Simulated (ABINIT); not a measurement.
Crystal: Na2S.

```
CELL_PARAMETERS angstrom
0.00000 3.27350 3.27350
3.27350 0.00000 3.27350
3.27350 3.27350 0.00000
ATOMIC_POSITIONS crystal
S 0.00000 0.00000 0.00000
Na 0.75000 0.75000 0.75000
Na 0.25000 0.25000 0.25000
```

Base run:

```yaml
Program: ABINIT 10.8.3 (patched build)
Functional: TB-mBJ
Potentials_or_basis: JTH PAW LDA v2.0
Cutoff: 1306 eV
k_mesh: 7 × 7 × 7
Occupations: fermi-dirac, width 0.05 eV
Spin: no spin polarisation
```

Its results: band gap on the k mesh 4.92 eV, direct.

**Question.** The run is repeated on the same cell with these changes: functional from TB-mBJ to LDA; cutoff from 1306 eV to 1088 eV; fine-grid cutoff from 1959.22 eV to 1687.11 eV. What comes out?

**Answer.** Band gap on the k mesh 2.22 eV, direct.

Caveats: the constant c of TB-mBJ comes from the pseudo density here, which moves gaps by up to 0.3 eV between sets of potentials (some runs).

Not every run made on this cell is shown here.
